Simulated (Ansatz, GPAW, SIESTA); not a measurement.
# TiAl3: 4 runs at one level of theory

```
Ti Al
1.0
     3.95567    0.00000    0.00000
     0.00000    3.95567    0.00000
     0.00000    0.00000    3.95567
Ti Al
1 3
Direct
  0.99975 0.98702 0.00469
  0.00111 0.50747 0.50938
  0.50916 0.98950 0.50581
  0.50539 0.50594 0.99889
```

The cell comes from a database or a generator and needn't be the stable form of this composition.

Atoms were shifted at random by some hundredths of an Å from the given cell, which wasn't relaxed again for these runs.

Alike in all runs: task single point; functional PBEsol; k mesh 7 × 7 × 7; occupations fermi-dirac, width 0.05 eV; no spin polarisation; no spin-orbit coupling. Pressure is positive in compression and, in plane waves, holds the error of the finite cutoff, which Ansatz's Pulay term estimates and takes out.

```json
{"program and potentials": "Ansatz, Ansatz PAW", "plane-wave cutoff (eV)": "420", "notes": "potentials made for PBE, which Ansatz adapts in part; Pulay term of +0.05 GPa included", "pressure (GPa)": "-0.24", "largest force (eV/Å)": "0.699", "energy over the undisturbed cell (meV/atom)": "12.36"}
{"program and potentials": "SIESTA, files PseudoDojo sr-pbesol-0.4.1-standard, DZP (energy shift 0.003 Ry; two zetas on semicore shells)", "plane-wave cutoff (eV)": "-", "notes": "atomic basis", "pressure (GPa)": "0.26", "largest force (eV/Å)": "0.746", "energy over the undisturbed cell (meV/atom)": "13.17"}
{"program and potentials": "GPAW, PAW data sets generated for this functional", "plane-wave cutoff (eV)": "600", "notes": "-", "pressure (GPa)": "-0.09", "largest force (eV/Å)": "0.708", "energy over the undisturbed cell (meV/atom)": "12.50"}
{"program and potentials": "Ansatz, all-electron LAPW, scalar-relativistic", "plane-wave cutoff (eV)": "-", "notes": "-", "pressure (GPa)": "-0.28", "largest force (eV/Å)": "0.699", "energy over the undisturbed cell (meV/atom)": "-"}
```

Force on atom 1 (Ti), eV/Å:

```
                                                                                      program and potentials      x      y      z
                                                                                          Ansatz, Ansatz PAW  0.251  0.648  0.075
SIESTA, files PseudoDojo sr-pbesol-0.4.1-standard, DZP (energy shift 0.003 Ry; two zetas on semicore shells)  0.268  0.691  0.080
                                                           GPAW, PAW data sets generated for this functional  0.254  0.656  0.077
                                                              Ansatz, all-electron LAPW, scalar-relativistic  0.251  0.648  0.075
```

The pressure spans -0.28 (Ansatz, all-electron LAPW, scalar-relativistic) to 0.26 GPa (SIESTA, files PseudoDojo sr-pbesol-0.4.1-standard, DZP (energy shift 0.003 Ry; two zetas on semicore shells)), with all-electron results at -0.28. Rows in atomic bases carry the error of their basis and grid, which can be large.

Differences between rows come from potentials, basis sets and numerical settings, since the functional is the same but for its coding. Runs on potential files found faulty are left out.
